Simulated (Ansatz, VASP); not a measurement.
# One calculation of H4C, two programs

File INCAR:

```
SYSTEM = H4C
PREC = Accurate
ENCUT = 520
EDIFF = 1E-6
ISMEAR = 0
SIGMA = 0.1
LREAL = .False.
LASPH = .True.
NELM = 100
ALGO = Normal
ISIF = 2
LWAVE = .False.
LCHARG = .False.
GGA = CA
NBANDS = 12
```

File KPOINTS:

```
Automatic mesh
0
Gamma
  6 6 6
  0 0 0
```

The input POSCAR:

```
H4C
1.0
   -2.4789246809      2.4789246809      2.4789246809
    2.4789246809     -2.4789246809      2.4789246809
    2.4789246809      2.4789246809     -2.4789246809
H C
4 1
Direct
    0.0000000000      0.0000000000      0.7463128700
    0.7463128700      0.0000000000      0.0000000000
    0.0000000000      0.7463128700      0.0000000000
    0.2536871300      0.2536871300      0.2536871300
    0.0000000000      0.0000000000      0.0000000000
```

Input for Ansatz:

```yaml
crystal:
  lattice:
    - [-2.4789246809, 2.4789246809, 2.4789246809]
    - [2.4789246809, -2.4789246809, 2.4789246809]
    - [2.4789246809, 2.4789246809, -2.4789246809]
  atoms:
    - { symbol: H, position: [0.0, 0.0, 0.74631287] }
    - { symbol: H, position: [0.74631287, 0.0, 0.0] }
    - { symbol: H, position: [0.0, 0.74631287, 0.0] }
    - { symbol: H, position: [0.25368713, 0.25368713, 0.25368713] }
    - { symbol: C, position: [0.0, 0.0, 0.0] }
basis:
  ecutwfc: 420
kpoints:
  mp_grid: { grid: [6, 6, 6] }
hamiltonian:
  xc: lda
scf:
  occupations: { method: gaussian, width: 0.1 }
output:
  forces: true
  stress: true
  eigenvalues: true
```

The cell comes from a database or a generator and needn't be the stable form of this composition.

Alike in both runs: task single point; functional LDA; k mesh 6 × 6 × 6; occupations gaussian, width 0.1 eV; no spin polarisation.

|  | VASP | Ansatz |
| --- | --- | --- |
| version | VASP 6.6.1 | Ansatz 0.2.0 |
| potentials or method | VASP PAW LDA potentials, release 64 (H, C) | scalar-relativistic, plane waves, PAW |
| plane-wave cutoff (eV) | 520 | 420 |
| valence electrons in the cell | 8 | 8 |

Ansatz gave:

```
gap on the k mesh at the Fermi level (eV) : 7.29
least direct gap on the mesh (eV)         : 7.29
pressure (GPa)                            : 0.6
rms of the force components (eV/Å)        : 0.173
```

Q: What did VASP give for the same quantities?

A: gap on the k mesh at the Fermi level (eV): 7.29; least direct gap on the mesh (eV): 7.29; pressure (GPa): 0.6; rms of the force components (eV/Å): 0.197.

Atom by atom the forces differ by 0.024 eV/Å (rms over components).

A k mesh can miss the band edges. A hybrid or GW would open this gap; LDA tends to underestimate it.
